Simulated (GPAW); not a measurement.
Records of electronic-structure calculations.

```cif
data_tio2
_symmetry_space_group_name_H-M 'P 1'
_symmetry_Int_Tables_number 1
_cell_length_a 2.8793
_cell_length_b 2.8793
_cell_length_c 13.8000
_cell_angle_alpha 90.000
_cell_angle_beta 90.000
_cell_angle_gamma 120.000
_cell_volume 99.08
loop_
_atom_site_label
_atom_site_type_symbol
_atom_site_fract_x
_atom_site_fract_y
_atom_site_fract_z
_atom_site_occupancy
Ti1 Ti 0.33333 0.66667 0.50000 1
O2 O 0.66667 0.33333 0.58182 1
O3 O 0.66667 0.33333 0.41818 1
_calc_subject 'Quasiparticle gap of TiO2 (2H monolayer) in GPAW'
_calc_method 'DFT, PBE, plane waves, PAW (and 1 further level or step)'
_calc_program 'GPAW 26.7.0'
_calc_settings_of_one_run 'cutoff 700 eV, GPAW PAW setups 1.2.1 data release, 12×12×1 k-mesh'
_calc_cost '5 runs, 6.1 min in all on 4 MPI ranks of Arm Neoverse V2, shared host (the runs of this entry)'
_calc_notes 'Values taken over the cell’s volume include its vacuum. The start is a generated structure, not a measured one. Bands and cutoff are finite, so the gap is not at the basis limit. The miss can reach some tenths of an eV and take either sign; the mesh is an error of its own.'
_calc_pbe_gap '1.23 eV, indirect'
_calc_g0w0_gap_on_the_mesh '3.86 eV'
_calc_gw_settings '12×12×1 mesh, 74 bands, screening to 48 eV, full frequency, Hilbert transform'
_calc_known_limits 'not at the basis limit'
```

[Paths, hosts, dates, memory and timing lines, banners, echoed tables and standing remarks are left out of the program output.]

[Logs are printed without paths, hosts, clocks, repeated set-up lines and the standing remarks that a program may print on its own settings, such as how far it seeks lower states.]

[Runs of the session that timed out or met a known fault of the program may be left out.]

[Hosts, paths, dates, database ids (printed as entryN), source tags and the programs' standing remarks are cut or masked in the printed files.]
